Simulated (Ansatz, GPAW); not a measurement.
# benzene-1,4-diamine between two Pd chains: relaxation, then transmission at several levels, part 4 of 4

Wanted: T(E) of benzene-1,4-diamine between two Pd chains at a relaxed geometry in two programs, beside the unrelaxed structure.

GPAW 26.7.0 and Ansatz 0.2.0; Ansatz plane waves; relaxation of the junction with the lead ends held; PAW set soft_1 (the session's first sound run).

So far, transmission at the Fermi level (one spin): step 3 (plane-wave reference (PBE)) 0.0726; step 4 (double-zeta polarised basis, PBE, GPAW) 0.0700; step 5 (GPAW, szp: basis = "szp(dzp)", PBE, GPAW) 0.0778; step 6 (GPAW, sz: basis = "sz(dzp)", PBE, GPAW) 0.123; step 7 (LDA in the dzp basis: xc = "LDA") 0.0807.

**8. The structure as built: geometry = "as built"**

Level of this step: GPAW LCAO, PAW setups; Landauer transmission from Green's functions with principal layers (ASE), zero bias (GPAW).

The dzp basis with PBE on the structure as first built shows what the relaxation was worth.

Input file run.py:

```python
import json
import numpy as np
from ase import Atoms
from ase.transport.calculators import TransportCalculator
from gpaw import GPAW, FermiDirac
from gpaw.lcao.tools import get_lcao_hamiltonian
from scipy.linalg import eigh

# The junction with lead layers at both ends, along the third cell vector
device = Atoms(
    ['Pd', 'Pd', 'Pd', 'Pd', 'Pd', 'Pd', 'Pd', 'Pd', 'H', 'H', 'N', 'C', 'H', 'H', 'C', 'C', 'C', 'C', 'H', 'H', 'C', 'N', 'H', 'H', 'Pd', 'Pd', 'Pd', 'Pd', 'Pd', 'Pd', 'Pd', 'Pd'],
    positions=[
        [5.39886, 5.05085, 1.25000],
        [5.39886, 5.05085, 3.75000],
        [5.39886, 5.05085, 6.25000],
        [5.39886, 5.05085, 8.75000],
        [5.39886, 5.05085, 11.25000],
        [5.39886, 5.05085, 13.75000],
        [5.39886, 5.05085, 16.25000],
        [5.39886, 5.05085, 18.75000],
        [4.55580, 3.25001, 20.12359],
        [6.24189, 3.25000, 20.12359],
        [5.39885, 3.77235, 20.33967],
        [5.39885, 4.33554, 21.62054],
        [7.54770, 4.48013, 21.75321],
        [3.25000, 4.48014, 21.75321],
        [6.59774, 4.71545, 22.22459],
        [4.19997, 4.71546, 22.22459],
        [6.59774, 5.38624, 23.45295],
        [4.19997, 5.38625, 23.45295],
        [7.54771, 5.62156, 23.92433],
        [3.25000, 5.62157, 23.92434],
        [5.39886, 5.76616, 24.05700],
        [5.39886, 6.32935, 25.33788],
        [6.24191, 6.85169, 25.55395],
        [4.55582, 6.85170, 25.55395],
        [5.39886, 5.05085, 26.92754],
        [5.39886, 5.05085, 29.42754],
        [5.39886, 5.05085, 31.92754],
        [5.39886, 5.05085, 34.42754],
        [5.39886, 5.05085, 36.92754],
        [5.39886, 5.05085, 39.42754],
        [5.39886, 5.05085, 41.92754],
        [5.39886, 5.05085, 44.42754]],
    cell=[[10.79771, 0.0, 0.0], [0.0, 10.1017, 0.0], [0.0, 0.0, 45.67754]],
    pbc=True)

# One principal layer of the lead: the first 5 atoms of the device
lead = Atoms(
    ['Pd', 'Pd', 'Pd', 'Pd', 'Pd'],
    positions=[
        [5.39886, 5.05085, 1.25000],
        [5.39886, 5.05085, 3.75000],
        [5.39886, 5.05085, 6.25000],
        [5.39886, 5.05085, 8.75000],
        [5.39886, 5.05085, 11.25000]],
    cell=[[10.79771, 0.0, 0.0], [0.0, 10.1017, 0.0], [0.0, 0.0, 12.5]],
    pbc=True)

settings = dict(mode='lcao', basis='dzp', xc='PBE', h=0.18,
                occupations=FermiDirac(0.1), maxiter=250,
                mixer=dict(beta=0.1, nmaxold=8, weight=100.0),
                convergence=dict(density=0.0001))
energies = np.arange(-2, 2 + 1e-9, 0.025)
eta = 0.0001
n1, n2 = 1, 1
# k and -k transmit alike, so half of the mesh across the current serves
mesh = [(i, j) for i in range(n1) for j in range(n2) if (i, j) <= (-i % n1, -j % n2)]
weights = np.array([1 if (i, j) == (-i % n1, -j % n2) else 2 for i, j in mesh]) / (n1 * n2)

# [... helper functions left out ...]
fermi_lead = ground_state(lead, (1, 1, 9), 'lead.txt')
fermi_device = ground_state(device, (1, 1, 2), 'device.txt')
# [... loop over the mesh left out, but for ...]
        # Shift the lead onto the potential of the device's first layer
        shift = ((H[:, 0, 0] - H0[:, 0, 0]) / S0[0, 0]).real.mean()
# [...]
kT = 8.617333e-5 * 300
bias = [0.1, 0.2, 0.5, 1.0, 1.5, 2.0]
# [... integrals and printing left out ...]
```

Launch:

```bash
$ OMP_NUM_THREADS=1 OPENBLAS_NUM_THREADS=1 python run.py
```

Numbers of over 12 decimals in the logs are rounded to 6 here.

Log:

```text
basis functions: device 576, principal layer 135
Fermi level: lead -4.2833 eV, device -3.7689 eV; lead shifted by -0.0014 eV
largest coupling past the next layer 1.07e-04 eV, largest misfit of the first layer 0.078 eV
  E-E_F (eV)   T (one spin)  [channel counts left out]
    -2.000    1.7433e-01
    -1.975    1.7408e-01
    -1.950    1.7333e-01
[...]
1.975    4.7654e-02
     2.000    4.8934e-02
conductance at 300 K: 0.43088 G0 a cell; thermopower -17.22 uV/K
current from the zero-bias T(E) at 0.1 V: 3.3514 uA
current from the zero-bias T(E) at 0.2 V: 6.7551 uA
current from the zero-bias T(E) at 0.5 V: 15.278 uA
current from the zero-bias T(E) at 1.0 V: 23.073 uA
current from the zero-bias T(E) at 1.5 V: 35.194 uA
current from the zero-bias T(E) at 2.0 V: 46.17 uA
```

The job ended after 13 min (1 thread of Arm Neoverse N1, shared host; peak memory 3 GiB).

Numbers from this step:

```yaml
conductance: 0.4309 G₀
largest_coupling_past_the_next_principal_layer: 1.07e-4 eV
largest_misfit_of_the_first_principal_layer: 0.07767 eV
shift_that_aligns_the_lead: -0.001388 eV
transmission_at_the_fermi_level_one_spin: 0.4259
```

One spin. The transmission, zone mean by energy, zero at the Fermi level:

```
energy (eV)  transmission, zone mean
     -2.000                    0.174
     -1.900                    0.170
     -1.800                    0.165
     -1.700                    0.164
     -1.600                    0.165
     -1.500                    0.167
     -1.400                    0.167
     -1.300                    0.165
     -1.200                    0.159
     -1.100                    0.141
     -1.000                    0.417
     -0.900                    0.499
     -0.800                    0.550
     -0.700                    0.647
     -0.675                    0.661
     -0.600                    0.589
     -0.500                    0.200
     -0.400                    0.225
     -0.300                    0.245
     -0.200                    0.282
     -0.100                    0.342
      0.000                    0.426
      0.100                    0.576
      0.125                    0.664
      0.200                    0.368
      0.300                    0.222
      0.400                    0.152
      0.500                    0.115
      0.600                   0.0919
      0.700                   0.0767
      0.800                   0.0659
      0.900                   0.0580
      1.000                   0.0522
      1.100                   0.0480
      1.200                   0.0448
      1.300                   0.0427
      1.400                   0.0411
      1.500                   0.0403
      1.600                   0.0402
      1.700                   0.0407
      1.800                   0.0421
      1.900                   0.0447
      2.000                   0.0489
```

The conductance, 0.431 G₀, lies a factor of 6.0 above that of the dzp run.

**9. All levels side by side**

Times are wall times on the hardware named with each run. The series side by side:

```
no.      run  conductance (G₀)     time  memory (GiB)
  1   pw PBE           0.07392      3 h           6.6
  2      dzp           0.07143   14 min           3.0
  3      szp           0.07819  9.1 min           2.9
  4       sz            0.1246  6.4 min           2.7
  5  dzp LDA           0.08202   13 min           3.0
  6  asbuilt            0.4309   13 min           3.0
```

**10. The levels side by side**

The curves are compared point by point over the common energies.

This step: comparison of transmission and cost over codes, levels and geometry; PAW set soft_1 (GPAW 26.7.0).

Ladder, by row:

```
   step    code  T at the Fermi level (sum over the listed spins)  conductance (G0)  r.m.s. T(E) from the first  wall time (s)  peak memory (GiB)  threads
 pw-pbe  Ansatz                                           0.07258           0.07392                           0          10789              6.552        4
    dzp    GPAW                                           0.06997           0.07143                     0.04608          847.4               2.99        1
    szp    GPAW                                            0.0778           0.07819                       0.199            545               2.85        1
     sz    GPAW                                            0.1228            0.1246                      0.2395          386.3               2.72        1
dzp-LDA    GPAW                                           0.08072           0.08202                     0.05433            808               2.99        1
asbuilt    GPAW                                            0.4259            0.4309                      0.2097          793.7               2.99        1
```

Table of transmission, zone mean, sum over the listed spins by energy, zero at the Fermi level:

```
energy (eV)  pw-pbe     dzp      szp       sz  dzp-LDA  asbuilt
     -2.000  0.0282  0.0189  0.00496  0.00376   0.0236    0.174
     -1.800  0.0347  0.0250  0.00962  0.00800   0.0296    0.165
     -1.600  0.0645  0.0485   0.0254   0.0225   0.0563    0.165
     -1.400   0.145   0.120   0.0738   0.0677    0.143    0.167
     -1.200   0.461   0.228    0.175    0.150    0.284    0.159
     -1.075   0.128   0.384   0.0973   0.0879    0.368    0.139
     -1.000  0.0759  0.0796   0.0483   0.0465   0.0929    0.417
     -0.800  0.0959   0.116   0.0890   0.0846    0.116    0.550
     -0.600   0.197   0.151    0.221    0.212    0.150    0.589
     -0.400   0.498   0.376    0.605    0.575    0.348    0.225
     -0.350   0.662   0.618    0.835    0.862    0.538    0.233
     -0.325   0.474   0.631    0.566    0.793    0.619    0.238
     -0.200  0.0673  0.0662   0.0698   0.0861   0.0776    0.282
      0.000  0.0726  0.0700   0.0778    0.123   0.0807    0.426
      0.150   0.132   0.102   0.0478   0.0892    0.133    0.509
      0.200  0.0957  0.0785   0.0425   0.0796   0.0956    0.368
      0.400  0.0512  0.0455   0.0354   0.0695   0.0518    0.152
      0.600  0.0370  0.0341   0.0372   0.0791   0.0375   0.0919
      0.800  0.0299  0.0284   0.0427    0.103   0.0307   0.0659
      1.000  0.0260  0.0253   0.0534    0.169   0.0272   0.0522
      1.200  0.0243  0.0242   0.0887    0.358   0.0259   0.0448
      1.400  0.0247  0.0252    0.159    0.967   0.0270   0.0411
      1.425  0.0249  0.0255    0.180    0.997   0.0274   0.0409
      1.600  0.0278  0.0292    0.585    0.376   0.0317   0.0402
      1.700  0.0312  0.0332    0.994    0.179   0.0363   0.0407
      1.800  0.0366  0.0394    0.470   0.0946   0.0435   0.0421
      2.000  0.0616  0.0708   0.0770   0.0345   0.0797   0.0489
```

**11. SCF mesh 1×1×1, functional revPBE, basis sz(dzp)**

The SCF mesh sets the Fermi level of the repeated cell. The functional moves levels against the Fermi level. A smaller basis is cheaper in every inversion.

This step: GPAW LCAO, PAW setups; Landauer transmission from Green's functions with principal layers (ASE), zero bias (GPAW 26.7.0).

run.py, as its differences from that of step 8:

```diff
@@ -18,22 +18,22 @@
         [5.39886, 5.05085, 13.75000],
-        [5.39886, 5.05085, 16.25000],
-        [5.39886, 5.05085, 18.75000],
-        [4.55580, 3.25001, 20.12359],
-        [6.24189, 3.25000, 20.12359],
-        [5.39885, 3.77235, 20.33967],
-        [5.39885, 4.33554, 21.62054],
-        [7.54770, 4.48013, 21.75321],
-        [3.25000, 4.48014, 21.75321],
-        [6.59774, 4.71545, 22.22459],
-        [4.19997, 4.71546, 22.22459],
-        [6.59774, 5.38624, 23.45295],
-        [4.19997, 5.38625, 23.45295],
-        [7.54771, 5.62156, 23.92433],
-        [3.25000, 5.62157, 23.92434],
-        [5.39886, 5.76616, 24.05700],
-        [5.39886, 6.32935, 25.33788],
-        [6.24191, 6.85169, 25.55395],
-        [4.55582, 6.85170, 25.55395],
-        [5.39886, 5.05085, 26.92754],
-        [5.39886, 5.05085, 29.42754],
+        [5.44616, 3.95605, 15.96213],
+        [5.41530, 4.99387, 18.26716],
+        [4.58825, 3.37359, 20.05595],
+        [6.23973, 3.37608, 20.06103],
+        [5.41270, 3.96017, 20.20347],
+        [5.40780, 4.52582, 21.52666],
+        [7.56242, 4.60614, 21.69842],
+        [3.25203, 4.60973, 21.68079],
+        [6.60975, 4.79633, 22.19556],
+        [4.20090, 4.79776, 22.18592],
+        [6.60493, 5.30767, 23.49261],
+        [4.19601, 5.30880, 23.48313],
+        [7.55370, 5.49605, 23.99759],
+        [3.24344, 5.49942, 23.98017],
+        [5.39799, 5.57983, 24.15177],
+        [5.39320, 6.14591, 25.47482],
+        [6.21942, 6.72979, 25.62304],
+        [4.56781, 6.73263, 25.61592],
+        [5.38472, 5.11236, 27.41241],
+        [5.34891, 6.14992, 29.71744],
         [5.39886, 5.05085, 31.92754],
@@ -59,3 +59,3 @@
 
-settings = dict(mode='lcao', basis='dzp', xc='PBE', h=0.18,
+settings = dict(mode='lcao', basis='sz(dzp)', xc='revPBE', h=0.18,
                 occupations=FermiDirac(0.1), maxiter=250,
@@ -72,3 +72,3 @@
 fermi_lead = ground_state(lead, (1, 1, 9), 'lead.txt')
-fermi_device = ground_state(device, (1, 1, 2), 'device.txt')
+fermi_device = ground_state(device, (1, 1, 1), 'device.txt')
 # [... loop over the mesh left out, but for ...]
```

Log:

```text
basis functions: device 232, principal layer 60
Fermi level: lead -4.3140 eV, device -3.9157 eV; lead shifted by 0.0000 eV
largest coupling past the next layer 1.05e-04 eV, largest misfit of the first layer 0.032 eV
  E-E_F (eV)   T (one spin)  [channel counts left out]
    -2.000    3.6246e-03
    -1.975    3.9358e-03
    -1.950    4.2903e-03
    -1.925    4.7163e-03
    -1.900    5.1590e-03
    -1.875    5.7008e-03
    -1.850    6.3292e-03
    -1.825    7.0608e-03
    -1.800    7.9147e-03
    -1.775    8.9134e-03
    -1.750    1.0083e-02
    -1.725    1.1454e-02
    -1.700    1.3062e-02
    -1.675    1.4949e-02
    -1.650    1.7160e-02
    -1.625    1.9749e-02
[...]
1.825    7.0549e-02
     1.850    6.1669e-02
     1.875    5.4167e-02
     1.900    4.7792e-02
     1.925    4.2342e-02
     1.950    3.7659e-02
     1.975    3.3614e-02
     2.000    3.0105e-02
conductance at 300 K: 0.12078 G0 a cell; thermopower -6.146 uV/K
current from the zero-bias T(E) at 0.1 V: 0.92177 uA
current from the zero-bias T(E) at 0.2 V: 1.7604 uA
current from the zero-bias T(E) at 0.5 V: 3.9108 uA
current from the zero-bias T(E) at 1.0 V: 14.015 uA
current from the zero-bias T(E) at 1.5 V: 19.51 uA
current from the zero-bias T(E) at 2.0 V: 23.316 uA
```

The job ended after 5.2 min (1 thread; peak memory 2.7 GiB).

The run finished with changed settings (scf_mesh = [1, 1, 1], xc = "revPBE" and basis = "sz(dzp)"); it serves as a test.

The two runs compared:

```
                                           quantity  this run  sound run  difference
                                   conductance (G₀)   0.12078   0.071430      0.0493
largest coupling past the next principal layer (eV)  1.048e-4   1.071e-4     -2.3e-6
   largest misfit of the first principal layer (eV)  0.032308   0.063406     -0.0311
                    shift that aligns the lead (eV)  1.023e-5  -4.966e-4      5.1e-4
                    basis functions of the junction       232        576        -344
               basis functions of a principal layer        60        135         -75
         transmission at the Fermi level (one spin)   0.12138   0.069975      0.0514
```

One result that differs is the largest misfit of the first principal layer, 0.0323 eV against 0.0634 eV.

**12. What came out**

| Property | Result |
| --- | --- |
| conductance | 0.0714 G₀ |
| transmission at the Fermi level, mean of the spins | 0.0700 |

In words: In the dzp basis the junction conducts 0.0714 G₀ at 300 K, with T = 0.0700 a spin at the Fermi level; the szp basis reaches that conductance within 10 %. Relaxation moved atoms by up to 1.1 Å and took the conductance from 0.431 to 0.0714 G₀, as a ratio a larger change than the step from dzp to the minimal basis. Plane waves (PBE) give T = 0.0726 there. At the Fermi level one eigenchannel carries the current (0.070). Measured against the first run (pw-pbe), the nearest curve is that of dzp (r.m.s. 0.046) and the farthest that of sz (0.24). Over the compared runs wall time goes from 386 s (sz) to 10789 s (pw-pbe), on a shared host; the plane-wave run used 4 threads and the orbital runs 1. The leads kept an estimated spacing and the cell its length, so the junction may be under some tension or compression. The run had no spin polarisation, so a magnetic state, which chains and small molecules with open shells often have, wasn't tested. Semilocal functionals put molecular levels too near the Fermi level, so such conductances usually come out too high, and chain electrodes have a sharper density of states than real ones. An evenly spaced straight chain is an idealisation: free chains tend to dimerise, zigzag or, where a band edge lies near the Fermi level, turn magnetic. The currents use the zero-bias T(E) throughout, which holds only while the bias is small against the distance to the nearest feature. The thermopower isn't quoted: it samples T(E) farther from the Fermi level than the conductance does, and the energy grid wasn't tested for it.

[Logs are printed without paths, hosts, clocks, repeated set-up lines and the standing remarks that a program may print on its own settings, such as how far it seeks lower states.]

[Hosts, paths, dates, database ids (printed as entryN), source tags and the programs' standing remarks are cut or masked in the printed files.]
